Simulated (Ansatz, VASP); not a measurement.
## GaAs in VASP and in Ansatz

```
Ga As
1.0
    -1.90649    1.90649    2.69531
     1.90649   -1.90649    2.69531
     1.90649    1.90649   -2.69531
Ga As
1 1
Direct
  0.00000 0.00000 0.00000
  0.50000 0.50000 0.00000
```

Change from the starting cell: species swapped into the TlF type (I4/mmm, No. 139).

Alike in both runs: functional PBE; k mesh 20 × 20 × 20; occupations gaussian, width 0.1 eV; no spin polarisation.

Ansatz relaxed the structure, and its values are those at the end. VASP's run is a single point on that final structure, the one shown.

```csv
,VASP,Ansatz
version,VASP 6.6.1,Ansatz 0.2.0
potentials or method,"VASP PAW PBE potentials, release 64 (Ga_d, As)","scalar-relativistic, plane waves, PAW"
plane-wave cutoff (eV),520,420
valence electrons in the cell,18,28
```

VASP gave:

```
gap on the k mesh at the Fermi level (eV) : none
pressure (GPa)                            : 0.2
```

Problem. What did Ansatz give for the same quantities?

Solution. gap on the k mesh at the Fermi level (eV): none; pressure (GPa): 0.0.

A gap of «none» marks a metal or a gap that the smearing closes. The two sets of potentials don't hold the same shells in valence.
